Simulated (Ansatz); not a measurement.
# BAs: the crystal squeezed far

One table from this session's results is given with a row withheld; the runs are named, their logs left out.

Program: Ansatz 0.2.0. Level of theory: DFT PBE, with the methods named in each step. These are calculated values, not measurements.

2 further runs of the same task are left out: 2 that didn't finish.

### Starting point

It takes space group F-43m (No. 216, cubic). Conventional cell: a = 4.819 Å, b = 4.819 Å, c = 4.819 Å, α = 90.00°, β = 90.00°, γ = 90.00°. B (site symmetry -43m) has 4 As at 2.09 Å as nearest neighbours. As (site symmetry -43m) is surrounded by 4 B at 2.09 Å.

Coordinates:

```cif
data_structure
_symmetry_space_group_name_H-M 'P 1'
_symmetry_Int_Tables_number 1
_cell_length_a 3.4077
_cell_length_b 3.4077
_cell_length_c 3.4077
_cell_angle_alpha 60.000
_cell_angle_beta 60.000
_cell_angle_gamma 60.000
_cell_volume 27.98
loop_
_atom_site_label
_atom_site_type_symbol
_atom_site_fract_x
_atom_site_fract_y
_atom_site_fract_z
_atom_site_occupancy
B1 B 0.75000 0.75000 0.75000 1
As1 As 0.00000 0.00000 0.00000 1
```

Whether this phase is the stable one at these pressures isn't tested.

Atoms are numbered in the order of the input: B1, As2.

Set-up of the first run:

Input file input.yaml:

```yaml
crystal:
  lattice:
    - [0.0, 2.409627, 2.409627]
    - [2.409627, 0.0, 2.409627]
    - [2.409627, 2.409627, 0.0]
  atoms:
    - { symbol: B, position: [0.75, 0.75, 0.75] }
    - { symbol: As, position: [0.0, 0.0, 0.0] }
kpoints:
  mp_grid: { grid: [10, 10, 10] }
  band_path:
    path:
      - [0.0, 0.0, 0.0]
      - [-0.5, -0.5, 0.0]
      - [-0.375, -0.375, 0.25]
      - [-0.375, 0.0, 0.375]
      - [0.0, 0.0, 0.0]
      - [0.0, 0.0, 0.5]
      - [-0.5, -0.25, 0.25]
      - [-0.5, -0.5, 0.0]
    npoints: 14
scf:
  occupations: { method: fermi_dirac, width: 0.03 }
hamiltonian:
  xc: pbe
  pseudopotentials: { kind: all_electron, lapw: { basis_error: 0.001 } }
output:
  forces: true
  stress: true
  eigenvalues: true
  populations: true
```

Started as:

```console
$ ansatz run input.yaml --threads 1 --pin off --max-ram 2048MiB --backend cpu --events-out ev --progress --plain --runs-dir out
```

Steps of the session up to this table: The reference volume, LAPW; Volume scaled by 1, PAW; Volume scaled by 0.9, LAPW; Volume scaled by 0.9, PAW; Volume scaled by 0.75, LAPW; Volume scaled by 0.75, PAW; Volume scaled by 0.45, LAPW; Volume scaled by 0.45, PAW.

One of the session's tables, all rows but one given; the rest of the session is left out.

| method | volume over the first | volume (Å³/atom) | pressure (GPa) | gap (eV) |
| --- | --- | --- | --- | --- |
| LAPW | 1 | 13.991 | -0.84 | 1.21 |
| LAPW | 0.9 | 12.592 | 15.91 | 1.10 |
| LAPW | 0.75 | 10.493 | 65.03 | 0.89 |
| LAPW | 0.45 | ? | ? | ? |
| PAW | 1 | 13.991 | -0.81 | 1.21 |
| PAW | 0.9 | 12.592 | 15.96 | 1.10 |
| PAW | 0.75 | 10.493 | 65.13 | 0.89 |
| PAW | 0.45 | 6.296 | 486.65 | 0.30 |

Estimate the missing values for LAPW, 0.45.

**Answer.** volume (Å³/atom): 6.296; pressure (GPa): 486.38; gap (eV): 0.30.
